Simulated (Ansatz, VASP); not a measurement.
**One calculation of Ru, two programs**

```
Ru
1.0
     2.72003    0.00000    0.00000
    -1.36001    2.35561    0.00000
     0.00000    0.00000   19.29677
Ru
3
Direct
  0.33333 0.66667 0.39278
  0.66667 0.33333 0.50000
  0.33333 0.66667 0.60722
```

Alike in both runs: functional PBE; k mesh 15 × 15 × 1; occupations gaussian, width 0.1 eV; no spin polarisation.

Ansatz relaxed the structure, and its values are those at the end. VASP's run is a single point on that final structure, the one shown.

|  | VASP | Ansatz |
| --- | --- | --- |
| version | VASP 6.6.1 | Ansatz 0.2.0 |
| potentials or method | VASP PAW PBE potentials, release 64 (Ru_pv) | scalar-relativistic, plane waves, PAW |
| plane-wave cutoff (eV) | 520 | 420 |
| valence electrons in the cell | 42 | 48 |

```tsv
	VASP	Ansatz	Ansatz less VASP
gap on the k mesh at the Fermi level (eV)	none	none	-
rms of the force components (eV/Å)	0.005	0.000	-0.0054
work function, face that differs most (eV)	4.95	4.95	+0.005
```

A gap of «none» marks a metal or a gap that the smearing closes. The two sets of potentials don't hold the same shells in valence. Ansatz warned: «xc_potential_rough_in_thin_density».
